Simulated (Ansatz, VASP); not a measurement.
Given: the input of a run of VASP 6.6.1 on Y.

File INCAR:

```
SYSTEM = Y
PREC = Accurate
ENCUT = 520
EDIFF = 1E-6
ISMEAR = -1
SIGMA = 0.05
LREAL = .FALSE.
LASPH = .TRUE.
NELM = 80
ALGO = Normal
ISIF = 2
LWAVE = .FALSE.
LCHARG = .FALSE.
GGA = PE
NBANDS = 18
```

The input KPOINTS:

```
regular mesh
0
G
  8 8 5
  0 0 0
```

Contents of POSCAR:

```
Y
1.0
    3.7189358085      0.0000000000      0.0000000000
   -1.8594679043      3.2206928852      0.0000000000
    0.0000000000      0.0000000000      5.8429932402
Y
2
Direct
    0.6666666667      0.3333333333      0.7500000000
    0.3333333333      0.6666666667      0.2500000000
```

Potentials or basis: VASP PAW PBE potentials, release 64 (Y_sv).

The run is started by

```bash
$ cat potpaw_PBE.64/Y_sv/POTCAR > POTCAR
$ mpirun -np 1 vasp_std > vasp.out
```

Question: Translate it to Ansatz 0.2.0. Potentials there: all-electron LAPW, scalar-relativistic.

Answer: As run (the cutoff follows the program's own potentials):

input.yaml

```yaml
crystal:
  lattice:
    - [3.7189358085, 0.0, 0.0]
    - [-1.8594679043, 3.2206928852, 0.0]
    - [0.0, 0.0, 5.8429932402]
  atoms:
    - { symbol: "Y", position: [0.6666666667, 0.3333333333, 0.75] }
    - { symbol: "Y", position: [0.3333333333, 0.6666666667, 0.25] }
kpoints:
  mp_grid: { grid: [8, 8, 5] }
scf:
  occupations: { method: fermi_dirac, width: 0.05 }
hamiltonian:
  xc: pbe
  pseudopotentials: { kind: all_electron, lapw: { basis_error: 0.0005 } }
output:
  forces: true
  stress: true
  eigenvalues: true
```

Potentials or basis: all-electron LAPW, scalar-relativistic.

Command:

```console
$ ansatz run input.yaml --threads 1 --pin off --max-ram 3072MiB --backend cpu --events-out ev --progress --plain --runs-dir out
```

Both were run:

|  | VASP | Ansatz | Ansatz less VASP |
| --- | --- | --- | --- |
| gap on the k mesh at the Fermi level (eV) | none | none | - |
| pressure (GPa) | -2.3 | -2.3 | +0.09 |
| largest component of the traceless stress (GPa) | 0.26 | 0.26 | 0.000 |

A gap of «none» marks a metal or a gap that the smearing closes. Ansatz ran all-electron here, so the differences hold the error of VASP's frozen core and of both bases.
